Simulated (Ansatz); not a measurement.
The system is TiB2.

```
Ti B
1.0
     3.02920    0.00000    0.00000
    -1.51460    2.62336    0.00000
     0.00000    0.00000    3.22840
Ti B
1 2
Direct
  0.00000 0.00000 0.00000
  0.66667 0.33333 0.50000
  0.33333 0.66667 0.50000
```

A run of Ansatz 0.2.0 on this cell left the log below. Logs are shortened: lines on timing, memory, paths and dates and some standing lists are left out, and cuts for length are marked.

```text
Warning: RAYON_NUM_THREADS=2 ignored (pool sized by the plan → 2); use --threads N
Engine: ansatz 0.2.0, aarch64-unknown-linux-gnu
Pseudopotentials: kind: paw
Pseudopotential: Ti, paw, valence charge 12, recommended cutoff 420 eV (normal), Ti.paw.azcp
Pseudopotential: B, paw, valence charge 3, recommended cutoff 420 eV (normal), B.paw.azcp
Functional definition: PBEsol
  exchange = pbesol_x
  correlation = pbesol_c
Crystal: 3 atoms, lattice volume = 25.655 Å³
Basis set: ecut = 420 eV, 503 PW (Γ), exchange–correlation on 48×48×48 points (8 copies of the dense FFT grid, shifted against one another)
Bands: 13, of which v1, the nominal top of the filled ones, is band 9 counted from 1 (8 counted from 0)
Symmetry: 24 space group operations
Space group: P6/mmm (ITA 191), of the structure as read, at distance tolerance 2.9e-5 Å
k-points: 70 of 800
Non-local potential: Ti, projectors of the file, l = 0: 3, l = 1: 2, l = 2: 3, l = 3: 1
Non-local potential: B, projectors of the file, l = 0: 2, l = 1: 2, l = 2: 1
PAW form: soft (Blöchl's): semilocal exchange-correlation on the pseudo side does not see the compensation charge
PAW frozen core: Ti, regenerated for the run's functional, and the local potential with it (the file was generated under x = pbe(κ = 0.804, μ = 0.2195149727645171), c = pbe(β = 0.06672455060314922))
PAW frozen core: B, regenerated for the run's functional, and the local potential with it (the file was generated under x = pbe(κ = 0.804, μ = 0.2195149727645171), c = pbe(β = 0.06672455060314922))
PAW one-centre angular grid: Ti, 590 points (default); XC on 64 Gauss nodes
PAW one-centre angular grid: B, 110 points (default); XC on 64 Gauss nodes
Initial density: superposition of atomic densities (neutral atoms: chi_scale 0, normalization atom), corrected by the library's trained network
Initial wavefunctions: pseudopotential atomic-orbital guess
Functional: x = pbesol(κ = 0.804, μ = 0.12345679012345678), c = pbesol(β = 0.046)
SCF iter   1: F=—  HF=-2782.611271 eV  |F-HF|=—  |Δ(HF+E_count)|=         —  Δρ=6.50e-3  dr2=8.33e-3  ethr=1.77e-3  ⟨swp⟩=4.5  Hψ=4320  notcnv=0
preconditioner: auto → none  [metal: Δε(μ)=0.010 eV  Ē_g=8.109 eV  σ=0.050 eV  W_gap=0.05  n_scr=8 (ndim 8)  ℏωp=23.2 eV  f_vac=0.000  D(μ)=0.83/eV (n_scr^D=8)  sad-step TF]
SCF iter   2: F=—  HF=-2782.608398 eV  |F-HF|=—  |Δ(HF+E_count)|=   2.87e-3  Δρ=3.20e-3  dr2=2.60e-3  ethr=4.63e-5  ⟨swp⟩=2.8  Hψ=2149  notcnv=0
SCF iter   3: F=—  HF=-2782.607385 eV  |F-HF|=—  |Δ(HF+E_count)|=   1.01e-3  Δρ=2.91e-4  dr2=2.18e-5  ethr=1.45e-5  ⟨swp⟩=2.0  Hψ=1529  notcnv=0
SCF iter   4: F=—  HF=-2782.607376 eV  |F-HF|=—  |Δ(HF+E_count)|=   8.44e-6  Δρ=4.65e-5  dr2=4.31e-7  ethr=1.21e-7  ⟨swp⟩=2.8  Hψ=1482  notcnv=0
iter 5 did not close the SCF: its close was put off for the readings that it lacked (scf_convergence_deferred on its scf_iter line)
[... 69 lines left out ...]
Entropy (-TS):   -0.006694 eV (-2.231 meV/atom)
Fermi energy:    15.339993 eV
--- Per-component energies (eV) ---
  E_band       = -87.824442
  E_kinetic    = 377.236929
  E_local      = -776.174756  (includes V_loc(G=0)·N_el)
  E_nonlocal   = 30.181352
  E_hartree    = 329.827213
  E_xc         = -164.655547
  E_vxc        = -202.977870  (∫ρ·V_xc dr)
  E_paw        = -1173.362072  (= ΣΔE_a)
  E_vpaw       = -175.744606  (= ΣTr[D̂ρ^β])
  E_aug_tail   = 0.000085  (compensation charges beyond the density's cutoff)
  E_ewald      = -1405.832111
  E_core_change = 0.168806  (= ΣΔE_core)
  E_smearing   = -0.006694  (= −TS)
  E_closure    = 0.000000  (closes the sum)
  Σ components = -2782.616796   (vs F -2782.616796, Δ=0.00e0)
--- Forces (eV/Å), atoms counted from 1 ---
  atom   1  Ti     0.00000000     0.00000000     0.00000000
  atom   2  B     -0.00000000     0.00000000     0.00000000
  atom   3  B      0.00000000    -0.00000000    -0.00000000
  max |Σ_I F_I| component: 7.40e-17 eV/Å
--- Stress (GPa, compression-positive) ---
       -0.030387       0.000000      -0.000000
        0.000000      -0.030387      -0.000000
       -0.000000      -0.000000      -0.035586
  P = ⅓ Tr σ = -0.0321 GPa (-0.321 kbar)
--- Band table (eV; the first three rows and the last of 70) ---
  k-point 0: bands = ["-41.1926", "-17.6532", "-17.3431", "-17.3431", "1.8366", "12.7179", "12.7179", "13.1947", "13.2355", "17.3860", "17.3860", "19.2455", "19.2455"]
  k-point 1: bands = ["-41.1900", "-17.6880", "-17.3403", "-17.3403", "2.0533", "11.5722", "12.8884", "12.8884", "14.6504", "16.8686", "16.8686", "18.8712", "18.8712"]
  k-point 2: bands = ["-41.1837", "-17.7709", "-17.3336", "-17.3336", "2.6509", "9.8709", "13.3884", "13.3884", "15.8715", "16.0129", "16.0129", "17.9120", "17.9120"]
  k-point 69: bands = ["-41.1097", "-17.7710", "-17.6499", "-17.5690", "6.3066", "7.3092", "9.7493", "12.0095", "12.2988", "18.0509", "19.4936", "19.7057", "20.0217"]
--- Relaxed structure (4 steps of the walk, 4 accepted, 1 SCFs on fresh bases) ---
  F+E_penalty+E_count = -2782.61679563 eV   max|allowed force component| = 3.084e-16 eV/Å   (the final SCF, on the basis selected at the relaxed cell)
  cell:  # Å, volume = 25.1307 Å³
    - [3.016513059271583, -2.109951804075904e-33, 2.96711972448174e-34]
    - [-1.5082565296357915, 2.612376940176705, -1.1980486336329733e-34]
    - [3.1622373295249097e-34, 3.513597032805454e-35, 3.1890638233909874]
  atoms:
    - { symbol: Ti, position: [5.755124444702466e-36, 6.449260793919038e-35, 5.147557589468029e-85] }
    - { symbol: B, position: [0.6666666666666665, 0.33333333333333337, 0.5] }
    - { symbol: B, position: [0.33333333333333337, 0.6666666666666667, 0.5] }
```

Q: What input gives this log?

A: Relaxation of cell and atoms with PBEsol, no spin polarisation. The files as run (others can give the same):

input.yaml
```yaml
crystal:
  lattice:
    - [3.0292, 0.0, 0.0]
    - [-1.5146, 2.6233641531, 0.0]
    - [0.0, 0.0, 3.2284]
  atoms:
    - { symbol: Ti, position: [0.0, 0.0, 0.0] }
    - { symbol: B, position: [0.6666666667, 0.3333333333, 0.5] }
    - { symbol: B, position: [0.3333333333, 0.6666666667, 0.5] }
hamiltonian:
  xc: pbesol
  pseudopotentials: { kind: paw }
kpoints:
  mp_grid: { grid: [10, 10, 8] }
scf:
  occupations: { method: fermi_dirac, width: 0.05 }
output:
  forces: true
  stress: true
  eigenvalues: true
relax:
  f_tol: 0.01
  max_steps: 40
  cell: { stress_tol: 0.05 }
```

Potentials or basis: Ansatz PAW.
The run is started by
```console
$ ansatz run input.yaml --threads 2 --pin off --max-ram 5632MiB --backend cpu --events-out ev --progress --plain --runs-dir out
```

Caveat: the plane-wave basis is chosen anew once the cell has moved, so the energies of steps on either side of that aren't comparable; the PAW data sets come from PBE, with cores solved anew for the run's functional, which leaves a small shift of forces and pressure.
